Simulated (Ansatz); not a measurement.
Start from InN in the wurtzite structure (space group P6_3mc, No. 186; a = 3.5805 Å, c = 5.7878 Å). Axes: x lies along a and z along c of the hexagonal cell.

Computed with plane-wave PAW DFT at the PBE level (Ansatz, a quantum-chemistry and plane-wave program, 420 eV), no SOC.

Base values:

* **Pressure**: 0.0 GPa
* **Shortest interatomic distance**: 2.183 Å
* **Band gap**: zero

The change: the symmetric strain tensor [-0.0090 0.0057 0.0071; 0.0057 -0.0124 0.0103; 0.0071 0.0103 -0.0047]; the atoms relax in the strained cell.

Task: Predict the new pressure.

Result: The pressure (mean of the normal stresses, compression positive) goes from zero to 3.4 GPa.

Task: What happens to the energy relative to the base?

Result: The energy increases by 6.4 meV/atom.

Task: Predict the new largest internal atomic displacement.

Result: The largest internal atomic displacement amounts to 0.014 Å.

Task: Predict the new shortest interatomic distance.

Result: The shortest interatomic distance shrinks by 0.022 Å (2.183 Å → 2.161 Å).

Task: What does the calculation give for the band gap after the change?

Result: The band gap is still zero.

Stability against distortions was not tested. All final runs are without spin polarisation. Gaps under 0.05 eV, about the width of the smearing, are given as zero. The zero or small gap of InN can change with the level of theory.
